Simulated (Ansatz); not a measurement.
# HfO₂: the change of energy above lowest point with volume scale

All results are calculated (Ansatz 0.2.0). Free energy against uniform scaling of the volume at fixed shape and fractions; periodic cell, basis, potentials, k mesh and filling as listed.

The cell before it is scaled or strained (space group Fm-3m, No. 225):
```
cell vectors (Å)
   0.0000     2.5575     2.5575
   2.5575     0.0000     2.5575
   2.5575     2.5575     0.0000
atoms (fractions of the cell vectors)
Hf  0.00000  0.00000  0.00000
O   0.25000  0.25000  0.25000
O   0.75000  0.75000  0.75000
```

Settings of every row: functional PBEsol; dispersion none; potentials all-electron LAPW; k mesh 6x6x6; k shift 0x0x0; occupations fixed; smearing width 0 eV; spin none.

Limits: no spin-orbit coupling, which can matter with elements this heavy.

| row | volume scale | V (Å³/atom) | energy above lowest point (meV/atom) |
| --- | --- | --- | --- |
| 1 | 0.94 | 10.483 | 3.5 |
| 2 | 0.96 | 10.706 | 0 |
| 3 | 0.98 | 10.929 | ? |
| 4 | 1 | 11.152 | 15.1 |
| 5 | 1.02 | 11.375 | 32.2 |
| 6 | 1.04 | 11.598 | 54.9 |
| 7 | 1.06 | 11.821 | 82.5 |

Question: what energy above lowest point should row 3 give?

Worked fit of energy above lowest point. Take u = (V_r/V)^(2/3) − 1 with V_r = 11.264 Å³ an atom, which is twice the finite (Eulerian) strain; such expansions in the strain, on which the Birch-Murnaghan equation of state is built, carry the rest volume and the bulk modulus. The shown rows have u = 0.04907, 0.03445, 0.00668, -0.00652, -0.01929, -0.03167. Least squares give energy above lowest point = 22.96 − 1298.9 × u + 18381 × u² meV/atom; a straight line predicts inner rows, each left out in turn, worse (root mean square 12 against 0.04 meV/atom). All shown rows lie on it to the printed digit. Its lowest point lies at u = 0.0353, or V = 10.69 Å³ an atom, and the curvature there gives the bulk modulus at fixed shape and fractions, B = (4/9)(1 + u)² E″(u)/V = 262 GPa. The withheld row has u = 0.02033, so the fit gives 22.96 − 1298.9 × (0.02033) + 18381 × (0.02033)² = 4.2 meV/atom.

The calculation gave 4.1 meV/atom. The fit lies 0.1 meV/atom (2.4 % of the value, 0.12 % of the column's range) above it, one unit of the last digit.
